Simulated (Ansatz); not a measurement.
Gd:

```
Gd
1.0
    -2.02500    2.02500    2.02500
     2.02500   -2.02500    2.02500
     2.02500    2.02500   -2.02500
Gd
1
Cartesian
  0.0000 0.0000 0.0000
```

This isn't the form of Gd at room conditions, which is hcp.

Base run:

```yaml
Program: Ansatz 0.2.0
Functional: PBEsol
Potentials_or_basis: all-electron LAPW, scalar-relativistic
Cutoff: 163 eV
Density_cutoff: 653 eV
Basis_error_allowed: 0.001 eV/atom
k_mesh: 9 × 9 × 9
Occupations: fermi-dirac, width 0.05 eV
Spin: collinear spin, ferromagnetic start
Starting_moments: "[7.0] μB"
```

Its results: pressure -2.3 GPa; net moment 7.60 μB per cell; site moments Gd +7.43 μB.

Q: The run is repeated on the same cell with these changes: functional from PBEsol to LDA. What comes out?

A: Pressure -4.2 GPa; net moment 7.53 μB per cell; site moments Gd +7.37 μB.

LDA binds more tightly than PBEsol, so the same cell stands under less pressure.

Caveats: an open f shell can end in a state above the lowest.

Not every run made on this cell is shown here.
